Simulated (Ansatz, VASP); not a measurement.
# ZrC in VASP and in Ansatz

```
Zr C
1.0
     0.00000    2.36500    2.36500
     2.36500    0.00000    2.36500
     2.36500    2.36500    0.00000
Zr C
1 1
Direct
  0.50000 0.50000 0.50000
  0.00000 0.00000 0.00000
```

Alike in both runs: task single point; functional r2SCAN; k mesh 12 × 12 × 12; occupations gaussian, width 0.05 eV; no spin polarisation.

```csv
,VASP,Ansatz
version,VASP 6.6.1,Ansatz 0.2.0
potentials or method,"VASP PAW PBE potentials, release 64 (Zr_sv, C)","scalar-relativistic, plane waves, PAW"
plane-wave cutoff (eV),520,500
valence electrons in the cell,16,16
```

```csv
,VASP,Ansatz,Ansatz less VASP
gap on the k mesh at the Fermi level (eV),none,none,-
pressure (GPa),-2.4,-2.6,-0.22
```

A gap of «none» marks a metal or a gap that the smearing closes. The functional is the same, so the differences come from potentials, cutoffs and numerics.

Caveats: the PAW data sets were made with another functional, which shifts forces and pressure a little (VASP).
